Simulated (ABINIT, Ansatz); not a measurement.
**BaS (Fm-3m): from Born charge to LO-TO splitting**

Aim: work out the LO frequency and the static dielectric constant of BaS (Fm-3m) from one linear-response run, then check them.

Calculated with ABINIT 10.8.3; DFT LDA, scalar-relativistic, plane waves, PseudoDojo norm-conserving pseudopotentials.

## 1. The relaxed structure

It takes space group Fm-3m (No. 225, cubic). The conventional cell has a = 6.285 Å, b = 6.285 Å, c = 6.285 Å, α = 90.00°, β = 90.00°, γ = 90.00°. Nearest to Ba lie 6 S at 3.14 Å. Nearest to S lie 6 Ba at 3.14 Å. Farther neighbours and most contacts between anions are not listed.

Structure file:

```xyz
2
Lattice="0.0000 3.1426 3.1426 3.1426 0.0000 3.1426 3.1426 3.1426 0.0000" Properties=species:S:1:pos:R:3 pbc="T T T"
Ba    0.0000    0.0000    0.0000
S     3.1426    3.1426    3.1426
```

This is the cell after its relaxation at this level of theory, not the database cell from which that began.

## 2. What the response run gave

A linear-response run on the relaxed cell, with the response to an electric field; only its zone-centre results are used. Cutoff 21.5 Ha, k mesh 6×6×6 with shifts.

Numbers of over 12 decimals in the logs are rounded to 6 here.

The program printed:

```text
[banners, grids, parts of the stress and lines that vanish by symmetry left out]
- input  file    -> dfpt_gamma.abi
- output file    -> dfpt_gamma.abo
- root for input  files -> dfpt_gammai
[...]
DATASET    1 : space group Fm -3 m (#225); Bravais cF (face-center cubic)
[...]
nfft =       46656          nkpt =         432
[...]
DATASET    2 : space group Fm -3 m (#225); Bravais cF (face-center cubic)
[...]
nfft =       46656          nkpt =         432
[...]
== DATASET  1 ==================================================================
[...]
cutoff_energies: {ecut:  21.5, pawecutdg:  -1.0, }
[...]
- 16.00000   6.00000  180309                  znucl, zion, pspdat
[...]
Perturbation : derivative vs k along direction   1
[...]
-ETOT  1  -14.044492411507     -1.404E+01 8.588E-02 0.000E+00
 ETOT  2  -14.062983210827     -1.849E-02 2.219E-03 0.000E+00
 ETOT  3  -14.063136001011     -1.528E-04 3.205E-05 0.000E+00
 ETOT  4  -14.063138549237     -2.548E-06 1.458E-06 0.000E+00
 ETOT  5  -14.063138604892     -5.565E-08 2.651E-08 0.000E+00
[...]
At SCF step   14   max residual=  1.00E-20 < tolwfr=  1.00E-20 =>converged.
[...]
Perturbation : derivative vs k along direction   2
[...]
-ETOT  1  -14.044492411304     -1.404E+01 8.588E-02 0.000E+00
[...]
At SCF step   14   max residual=  1.00E-20 < tolwfr=  1.00E-20 =>converged.
[...]
Perturbation : derivative vs k along direction   3
[...]
-ETOT  1  -14.044492411101     -1.404E+01 8.588E-02 0.000E+00
[...]
At SCF step   14   max residual=  1.00E-20 < tolwfr=  1.00E-20 =>converged.
[...]
1        1       1.9832933822   -0.0000000000
     1        2       0.9916466911   -0.0000000000
     1        3       0.9916466911   -0.0000000000
     2        1       0.9916466911   -0.0000000000
     2        2       1.9832933823   -0.0000000000
     2        3       0.9916466911    0.0000000000
     3        1       0.9916466911   -0.0000000000
     3        2       0.9916466911    0.0000000000
     3        3       1.9832933823    0.0000000000
[...]
== DATASET  2 ==================================================================
[...]
cutoff_energies: {ecut:  21.5, pawecutdg:  -1.0, }
[...]
Perturbation : displacement of atom   1   along direction   1
[...]
-ETOT  1   2.158438     -9.062E+02 1.832E+00 4.420E+02
[...]
At SCF step   10       vres2   =  1.55E-13 < tolvrs=  1.00E-10 =>converged.
[...]
Perturbation : displacement of atom   2   along direction   1
[...]
-ETOT  1   2.846677     -5.040E+02 2.533E+00 2.262E+03
[...]
At SCF step    9       vres2   =  1.32E-11 < tolvrs=  1.00E-10 =>converged.
[...]
Perturbation : homogeneous electric field along direction   1
[...]
-ETOT  1  -103.86238708672     -1.039E+02 4.380E+00 2.471E+04
[...]
ETOT  8  -116.97657676839     -3.828E-10 1.537E-11 2.679E-08
 ETOT  9  -116.97657676840     -1.120E-11 9.276E-14 4.626E-11
 At SCF step    9       vres2   =  4.63E-11 < tolvrs=  1.00E-10 =>converged.
[...]
Dielectric tensor, in cartesian coordinates,
[...]
1    4   1    4         5.1799859507        -0.0000000000
   1    4   2    4         0.0000000000        -0.0000000000
   1    4   3    4         0.0000000000        -0.0000000000
   2    4   1    4         0.0000000000        -0.0000000000
   2    4   2    4         5.1799859507        -0.0000000000
   2    4   3    4         0.0000000000        -0.0000000000
   3    4   1    4         0.0000000000        -0.0000000000
   3    4   2    4         0.0000000000        -0.0000000000
   3    4   3    4         5.1799859507        -0.0000000000
  Effective charges, in cartesian coordinates,
[...]
1    1   1    4         2.6319464838         0.0000000000
   2    1   1    4         0.0000000000         0.0000000000
   3    1   1    4        -0.0000000000         0.0000000000
   1    2   1    4        -2.6308005626         0.0000000000
   2    2   1    4         0.0000000000         0.0000000000
[...]
Effective charges, in cartesian coordinates,
[...]
2    4   1    2         0.0000000000         0.0000000000
   3    4   1    2         0.0000000000         0.0000000000
   1    4   2    2        -0.0000000000         0.0000000000
   2    4   2    2        -2.6308005102         0.0000000000
   3    4   2    2        -0.0000000000         0.0000000000
   1    4   3    2         0.0000000000         0.0000000000
   2    4   3    2         0.0000000000         0.0000000000
   3    4   3    2        -2.6308005102         0.0000000000
  Phonon wavevector (reduced coordinates) :  0.00000  0.00000  0.00000
 Phonon energies in Hartree :
[...]
Phonon frequencies in cm-1    :
-  1.604069E-01  1.604071E-01  1.604080E-01  1.528540E+02  1.528540E+02
-  1.528540E+02
  Phonon at Gamma, with non-analyticity in the
[...]
Phonon energies in Hartree :
[...]
Phonon frequencies in cm-1    :
-  1.604069E-01  1.604071E-01  1.617973E-01  1.528540E+02  1.528540E+02
-  2.532128E+02
  Phonon at Gamma, with non-analyticity in the
[...]
Phonon energies in Hartree :
[...]
Phonon frequencies in cm-1    :
-  1.604069E-01  1.604080E-01  1.617965E-01  1.528540E+02  1.528540E+02
-  2.532128E+02
  Phonon at Gamma, with non-analyticity in the
[...]
Phonon energies in Hartree :
[...]
Phonon frequencies in cm-1    :
-  1.604071E-01  1.604080E-01  1.617962E-01  1.528540E+02  1.528540E+02
-  2.532128E+02
[...]
fcart2     0.0000000000E+00  0.0000000000E+00  0.0000000000E+00
           strten2     0.0000000000E+00  0.0000000000E+00  0.0000000000E+00
================================================================================
```

```csv
quantity,value
cell volume Ω (Å³),62.070
mass of Ba (u),137.327
mass of S (u),32.060
"Born charge of Ba, raw (e)",2.632
"Born charge of S, raw (e)",-2.631
ε∞,5.180
ω(TO) after the sum rule (cm⁻¹),152.8
```

## 3. The calculation

The charges must sum to zero over the cell; taking off their mean, 0.001 e, leaves Z* = 2.631 e on Ba. In the polar mode Ba moves against S, so the reduced mass is μ = 137.33 × 32.06 / 169.39 = 25.992 u.

A longitudinal wave builds up a field that adds to the restoring force: ω(LO)² = ω(TO)² + 4π Z*² / (μ Ω ε∞), in Hartree atomic units. With μ = 47380 electron masses and Ω = 418.87 bohr³ the second term is 8.4637e-07 Ha², or 40769 cm⁻² (1 Ha = 219474.6 cm⁻¹).

So ω(LO) = √(23363 + 40769) = 253.2 cm⁻¹, and by the Lyddane-Sachs-Teller relation ε₀ = ε∞ (ω(LO)/ω(TO))² = 14.22.

## 4. Check against the program

The analysis program adds the same non-analytic term to the full matrix.

The program printed:

```text
[banners, grids, parts of the stress and lines that vanish by symmetry left out]
-outvars_anaddb: echo values of input variables ----------------------

 Flags :
[...]
Dielectric Tensor and Effective Charges
[...]
Effective charge tensors after
[...]
Phonon wavevector (reduced coordinates) :  0.00000  0.00000  0.00000
 Phonon energies in Hartree :
[...]
Phonon energies in meV     :
-  0.000000E+00  0.000000E+00  0.000000E+00  1.895142E+01  1.895142E+01
-  1.895142E+01
 Phonon frequencies in cm-1    :
-  0.000000E+00  0.000000E+00  0.000000E+00  1.528535E+02  1.528535E+02
-  1.528535E+02
 Phonon frequencies in Thz     :
-  0.000000E+00  0.000000E+00  0.000000E+00  4.582434E+00  4.582434E+00
-  4.582434E+00
 Phonon energies in Kelvin  :
-  0.000000E+00  0.000000E+00  0.000000E+00  2.199221E+02  2.199221E+02
-  2.199221E+02
[...]
-  1  0.00000000E+00  0.00000000E+00 -1.79958434E-03
-     0.00000000E+00  0.00000000E+00  0.00000000E+00
-  2  0.00000000E+00  0.00000000E+00 -1.79958463E-03
-     0.00000000E+00  0.00000000E+00  0.00000000E+00
[...]
-  1  0.00000000E+00  1.79958434E-03  0.00000000E+00
-     0.00000000E+00  0.00000000E+00  0.00000000E+00
-  2  0.00000000E+00  1.79958463E-03  0.00000000E+00
-     0.00000000E+00  0.00000000E+00  0.00000000E+00
[...]
-  1  1.79958434E-03  0.00000000E+00  0.00000000E+00
-     0.00000000E+00  0.00000000E+00  0.00000000E+00
-  2  1.79958463E-03  0.00000000E+00  0.00000000E+00
-     0.00000000E+00  0.00000000E+00  0.00000000E+00
[...]
-  1  0.00000000E+00 -1.16855636E-07  8.69594330E-04
-     0.00000000E+00  0.00000000E+00  0.00000000E+00
-  2  0.00000000E+00  5.00450054E-07 -3.72415523E-03
-     0.00000000E+00  0.00000000E+00  0.00000000E+00
[...]
-  1  0.00000000E+00  8.69594328E-04  1.16854883E-07
-     0.00000000E+00  0.00000000E+00  0.00000000E+00
-  2 -2.16387867E-07 -3.72415522E-03 -5.00446828E-07
-     0.00000000E+00  0.00000000E+00  0.00000000E+00
[...]
-  1  8.69594336E-04  0.00000000E+00  0.00000000E+00
-     0.00000000E+00  0.00000000E+00  0.00000000E+00
-  2 -3.72415525E-03  2.16380404E-07  0.00000000E+00
-     0.00000000E+00  0.00000000E+00  0.00000000E+00
[...]
-     1          0.000000    -0.000000     0.000000     0.000000
-     2         -0.000000    -0.000000    -0.000000     0.000000
-     3         -0.000000     0.000000    -0.000000     0.000000
-     4          0.000047    -0.000425     3.160778     3.160778
-     5          0.000184     3.160778     0.000425     3.160778
-     6          3.160778    -0.000184    -0.000047     3.160778
[...]
-   1     Real    0.0000E+00  0.0000E+00  0.0000E+00  0.0000E+00  0.0000E+00  0.0000E+00  0.0000E+00
[...]
-  3.139706E+01
 Phonon frequencies in cm-1    :
-  0.000000E+00  0.000000E+00  0.000000E+00  1.528535E+02  1.528535E+02
-  2.532343E+02
 Phonon frequencies in Thz     :
-  0.000000E+00  0.000000E+00  0.000000E+00  4.582434E+00  4.582434E+00
-  7.591775E+00
 Phonon energies in Kelvin  :
-  0.000000E+00  0.000000E+00  0.000000E+00  2.199221E+02  2.199221E+02
-  3.643477E+02
[...]
-  1  0.00000000E+00  0.00000000E+00 -1.79958434E-03
-     0.00000000E+00  0.00000000E+00  0.00000000E+00
-  2  0.00000000E+00  0.00000000E+00 -1.79958463E-03
-     0.00000000E+00  0.00000000E+00  0.00000000E+00
[...]
Phonon at Gamma, with non-analyticity in the
[...]
Phonon energies in Hartree :
[...]
Phonon energies in meV     :
-  0.000000E+00  0.000000E+00  0.000000E+00  1.895142E+01  1.895142E+01
-  3.139706E+01
 Phonon frequencies in cm-1    :
-  0.000000E+00  0.000000E+00  0.000000E+00  1.528535E+02  1.528535E+02
-  2.532343E+02
 Phonon frequencies in Thz     :
-  0.000000E+00  0.000000E+00  0.000000E+00  4.582434E+00  4.582434E+00
-  7.591775E+00
 Phonon energies in Kelvin  :
-  0.000000E+00  0.000000E+00  0.000000E+00  2.199221E+02  2.199221E+02
-  3.643477E+02
[...]
Phonon at Gamma, with non-analyticity in the
[...]
Phonon energies in Hartree :
[...]
Phonon energies in meV     :
-  0.000000E+00  0.000000E+00  0.000000E+00  1.895142E+01  1.895142E+01
-  3.139706E+01
 Phonon frequencies in cm-1    :
-  0.000000E+00  0.000000E+00  0.000000E+00  1.528535E+02  1.528535E+02
-  2.532343E+02
 Phonon frequencies in Thz     :
-  0.000000E+00  0.000000E+00  0.000000E+00  4.582434E+00  4.582434E+00
-  7.591775E+00
 Phonon energies in Kelvin  :
-  0.000000E+00  0.000000E+00  0.000000E+00  2.199221E+02  2.199221E+02
-  3.643477E+02
[...]
-  1  0.00000000E+00 -1.79958432E-03 -3.51486790E-07
-     0.00000000E+00  0.00000000E+00  0.00000000E+00
-  2  0.00000000E+00 -1.79958454E-03 -3.51426088E-07
-     0.00000000E+00  0.00000000E+00  0.00000000E+00
[...]
-  1  1.79958435E-03  0.00000000E+00  0.00000000E+00
-     0.00000000E+00  0.00000000E+00  0.00000000E+00
-  2  1.79958457E-03  0.00000000E+00  0.00000000E+00
-     0.00000000E+00  0.00000000E+00  0.00000000E+00
[...]
-  1  1.02352413E-04  5.57297411E-04 -6.59649824E-04
-     0.00000000E+00  0.00000000E+00  0.00000000E+00
-  2 -4.38338039E-04 -2.38670147E-03  2.82503951E-03
-     0.00000000E+00  0.00000000E+00  0.00000000E+00
[...]
-  1  7.02604814E-04 -4.39942197E-04 -2.62662617E-04
-     0.00000000E+00  0.00000000E+00  0.00000000E+00
-  2 -3.00900006E-03  1.88411191E-03  1.12488815E-03
-     0.00000000E+00  0.00000000E+00  0.00000000E+00
[...]
Direction                     Dielectric constant
[...]
0.00000   0.00000   1.00000     14.21748681
   1.00000   1.00000   1.00000     14.21748681
-
```

| quantity | by hand | program |
| --- | --- | --- |
| ω(LO) (cm⁻¹) | 253.2 | 253.2 |
| ε₀ | 14.22 | 14.22 |

## 5. Outcome

```
TO mode                    : 152.8 cm⁻¹
LO mode                    : 253.2 cm⁻¹
static dielectric constant : 14.22
```

In words: The LO mode of BaS (Fm-3m) lies at 253 cm⁻¹, 100 cm⁻¹ above the TO mode; the formula meets the program within 0.1 cm⁻¹, as it must for a cubic crystal with one polar mode. ω(LO)² − ω(TO)² goes with Z*²/ε∞: an error of 5 % in ε∞ would move the LO mode by 3.9 cm⁻¹, and semilocal functionals tend to overestimate ε∞. These are harmonic values at zero temperature, at the volume of this functional, for the structure held cubic; stability elsewhere in the zone is no part of this calculation.

[Host names and launcher messages were left out of these logs when they were recorded.]

[Logs are printed without paths, hosts, clocks, repeated set-up lines and the standing remarks that a program may print on its own settings, such as how far it seeks lower states.]

[Hosts, paths, dates, database ids (printed as entryN), source tags and the programs' standing remarks are cut or masked in the printed files.]
